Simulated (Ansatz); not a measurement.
`[CH3][Ga]([Cl])[c]1ccccc1` and `O=Cc1ccccc1` differ in one atom or group.

Ansatz, PBE0-D4/def2-TZVP geometries, multiplicity 1. Each molecule was computed in one conformer, which needn't be the lowest.

Scalar relativity is left out up to krypton.

| property | `[CH3][Ga]([Cl])[c]1ccccc1` |
| --- | --- |
| HOMO energy (B3LYP/def2-TZVPP) / eV | -7.29 |
| LUMO energy (B3LYP/def2-TZVPP) / eV | -1.66 |
| HOMO–LUMO gap (B3LYP/def2-TZVPP) / eV | 5.63 |
| HOMO energy (ωB97M-V/def2-TZVPP) / eV | -9.60 |
| LUMO energy (PBE/def2-TZVPP) / eV | -2.24 |
| size of the dipole moment (PBE/def2-TZVPP) / D | 2.80 |

(1) Give the same properties after the change, and the shifts. (Estimate.)

## Answers

(1) Ansatz gave: 
```
                                      property  `O=Cc1ccccc1`  shift
           HOMO energy (B3LYP/def2-TZVPP) / eV          -7.27   0.02
           LUMO energy (B3LYP/def2-TZVPP) / eV          -2.07  -0.41
         HOMO–LUMO gap (B3LYP/def2-TZVPP) / eV           5.20  -0.43
         HOMO energy (ωB97M-V/def2-TZVPP) / eV          -9.79  -0.19
             LUMO energy (PBE/def2-TZVPP) / eV          -2.80  -0.56
size of the dipole moment (PBE/def2-TZVPP) / D           3.29   0.49
```

Dipoles are sizes alone; their direction can turn.

B3LYP here is the variant with VWN-RPA as its local correlation; programs differ in this.

Positive LUMOs are unbound, so they and the gaps depend on the basis.
